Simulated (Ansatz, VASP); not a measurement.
**Mg in VASP and in Ansatz**

```
CELL_PARAMETERS angstrom
3.20930 0.00000 0.00000
-1.60465 2.77934 0.00000
0.00000 0.00000 5.21030
ATOMIC_POSITIONS crystal
Mg 0.66667 0.33333 0.75000
Mg 0.33333 0.66667 0.25000
```

Alike in both runs: task single point; functional PBE; k mesh 10 × 10 × 5; occupations gaussian, width 0.024 eV; no spin polarisation.

|  | VASP | Ansatz |
| --- | --- | --- |
| version | VASP 6.6.1 | Ansatz 0.2.0 |
| potentials or method | VASP PAW PBE potentials, release 64 (Mg), cutoff 520 eV | all-electron LAPW, scalar-relativistic |

```tsv
	VASP	Ansatz	Ansatz less VASP
gap on the k mesh at the Fermi level (eV)	none	none	-
pressure (GPa)	-0.6	-0.5	+0.11
largest component of the traceless stress (GPa)	0.47	0.46	-0.011
```

A gap of «none» marks a metal or a gap that the smearing closes. Ansatz ran all-electron here, so the differences hold the error of VASP's frozen core and of both bases.
